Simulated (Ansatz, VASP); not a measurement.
**Ni in VASP and in Ansatz**

Contents of POSCAR:

```
Ni
1.0
    0.0000000000      1.7140893390      1.7140893390
    1.7140893390      0.0000000000      1.7140893390
    1.7140893390      1.7140893390      0.0000000000
Ni
1
Direct
    0.0000000000      0.0000000000      0.0000000000
```

INCAR.step1

```
SYSTEM = Ni
PREC     = Accurate       ! precision mode
ENCUT    = 520            ! plane-wave cutoff, eV
ISMEAR   = -1             ! smearing method
SIGMA    = 0.05           ! smearing width, eV
LREAL    = .False.        ! projectors in reciprocal space
LASPH    = .True.         ! aspherical terms in the spheres
NELM     = 150            ! most SCF steps
ISPIN    = 2              ! spin polarisation
MAGMOM   = 1              ! initial moments
LMAXMIX  = 4              ! l up to which the mixer works
NBANDS   = 15             ! bands
GGA      = PE             ! functional
ALGO     = Normal         ! electronic algorithm
EDIFF    = 1E-4           ! SCF threshold, eV
LWAVE    = .True.         ! write WAVECAR
LCHARG   = .False.        ! write CHGCAR
```

The input INCAR.step2:

```
SYSTEM = Ni
PREC     = Accurate       ! precision mode
ENCUT    = 520            ! plane-wave cutoff, eV
EDIFF    = 1E-6           ! SCF threshold, eV
ISMEAR   = -1             ! smearing method
SIGMA    = 0.05           ! smearing width, eV
LREAL    = .False.        ! projectors in reciprocal space
LASPH    = .True.         ! aspherical terms in the spheres
NELM     = 150            ! most SCF steps
ALGO     = Normal         ! electronic algorithm
ISIF     = 2              ! what is computed and relaxed
LWAVE    = .False.        ! write WAVECAR
LCHARG   = .True.         ! write CHGCAR
ISPIN    = 2              ! spin polarisation
MAGMOM   = 1              ! initial moments
LORBIT   = 11             ! projections on sites
LMAXMIX  = 4              ! l up to which the mixer works
METAGGA  = R2SCAN         ! meta-GGA
LMIXTAU  = .True.       
LELF     = .True.         ! ELF
LVHAR    = .True.       
NBANDS   = 15             ! bands
ISTART   = 1
```

The input KPOINTS:

```
Automatic mesh
0
Gamma
  13 13 13
  0 0 0
```

input.yaml

```yaml
crystal:
  lattice:
    - [0.0, 1.714089339, 1.714089339]
    - [1.714089339, 0.0, 1.714089339]
    - [1.714089339, 1.714089339, 0.0]
  atoms:
    - { symbol: Ni, position: [0.0, 0.0, 0.0], spin: 1.0 }
hamiltonian:
  xc: r2scan
  pseudopotentials: { kind: paw }
magnetization:
  spin_polarized: true
kpoints:
  mp_grid: { grid: [13, 13, 13] }
scf:
  occupations: { method: fermi_dirac, width: 0.05 }
output:
  forces: true
  stress: true
  eigenvalues: true
```

Alike in both runs: task single point; functional r2SCAN; k mesh 13 × 13 × 13; occupations fermi-dirac, width 0.05 eV; collinear spin.

```csv
,VASP,Ansatz
version,VASP 6.6.1,Ansatz 0.2.0
potentials or method,"VASP PAW PBE potentials, release 64 (Ni)",Ansatz PAW
plane-wave cutoff (eV),520,500
valence electrons in the cell,10,18
```

VASP gave:

| Quantity | Value |
| --- | --- |
| gap on the k mesh at the Fermi level (eV) | none |
| pressure (GPa) | 10.3 |
| net moment per atom (μB) | 0.66 |
| size of the moment on the site where the two differ most (μB) | 0.67 |

Problem. Estimate Ansatz's values.

Solution. gap on the k mesh at the Fermi level (eV): none; pressure (GPa): 9.9; net moment per atom (μB): 0.67; size of the moment on the site where the two differ most (μB): 0.73.

Site moments also hang on the region over which each program counts them. A gap of «none» marks a metal or a gap that the smearing closes. The two sets of potentials don't hold the same shells in valence.

Caveats: the PAW data sets were made with another functional, which shifts forces and pressure a little (VASP); the magnetic or orbital state may not be the lowest (Ansatz); the PAW data sets come from PBE, with cores solved anew for the run's functional, which leaves a small shift of forces and pressure (Ansatz).
